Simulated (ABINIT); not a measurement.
Crystal: Y.

```xyz
2
Lattice="3.6474 0.0000 0.0000 -1.8237 3.1587 0.0000 0.0000 0.0000 5.7306" Properties=species:S:1:pos:R:3 pbc="T T T"
Y     1.8237    1.0529    4.2980
Y     0.0000    2.1058    1.4326
```

Base run:

| Property | Result |
| --- | --- |
| Program | ABINIT 10.8.3 (patched build) |
| Functional | r2SCAN |
| Potentials or basis | SG15 NC PBE v1.2 |
| Cutoff | 707 eV |
| k mesh | 8 × 8 × 5 |
| Occupations | fermi-dirac, width 0.05 eV |
| Spin | no spin polarisation |

Its results: band gap on the k mesh none (metal or under the smearing width); pressure 0.8 GPa.

The run is repeated on the same cell with these changes: potentials or basis from SG15 NC PBE v1.2 to JTH PAW PBE v2.0; cutoff from 707 eV to 517 eV. What comes out?

Band gap on the k mesh none (metal or under the smearing width); pressure 1.5 GPa.

Caveats: the potentials were made for another functional, which shifts forces and pressure (some runs); the PAW data sets were made with another functional, which shifts forces and pressure a little (some runs).
